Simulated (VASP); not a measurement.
Here is the system:

```xyz
2
Lattice="0.0000 3.0877 3.0877 3.0877 0.0000 3.0877 3.0877 3.0877 0.0000" Properties=species:S:1:pos:R:3 pbc="T T T"
Zn     0.0000     0.0000     0.0000
Te     1.5439     1.5439     1.5439
```

Level of theory: PBE GGA, VASP's PBE PAW potentials (set 64) (plane waves; VASP). Numerical set-up: 400 eV cut-off, 13×13×13 Γ-centred mesh, Gaussian smearing of 0.010 eV, potentials Zn Te.

Task: Give the direction-averaged independent-particle dielectric function (no local fields, no excitons; a broadening of 0.1 eV leaves a tail below the gap, and fine structure carries the noise of the k-mesh).

Result: 
```csv
ħω (eV),ε₁,ε₂
0.00,9.53,0.00
0.40,9.68,0.08
0.80,10.25,0.28
1.20,10.09,0.78
1.60,12.07,2.32
2.00,12.51,2.57
2.50,15.46,8.62
2.90,12.31,8.91
3.30,9.02,8.56
3.70,7.54,9.09
4.10,11.59,11.49
4.60,0.41,13.59
5.00,-4.01,10.07
5.40,-1.43,7.44
5.80,-1.17,10.23
6.20,-3.86,6.62
6.70,-3.37,4.30
7.10,-2.98,3.97
7.50,-2.55,3.16
7.90,-2.74,2.56
8.30,-2.09,2.40
8.80,-1.45,1.57
9.20,-1.53,1.93
9.60,-1.34,1.63
10.00,-1.40,1.18
10.40,-1.17,1.19
10.90,-0.85,0.87
11.30,-0.77,0.86
11.70,-0.59,0.74
12.10,-0.48,0.63
12.50,-0.37,0.62
13.00,-0.24,0.47
```
ε₂ peaks at 3.0 eV (height 11.2), 4.3 eV (height 20.0), 5.8 eV (height 10.2); ε₁(0) averages 9.53, so the electronic refractive index below the gap tends to √9.53 = 3.09.

The compound is ZnTe in the zinc blende structure. It was relaxed first.
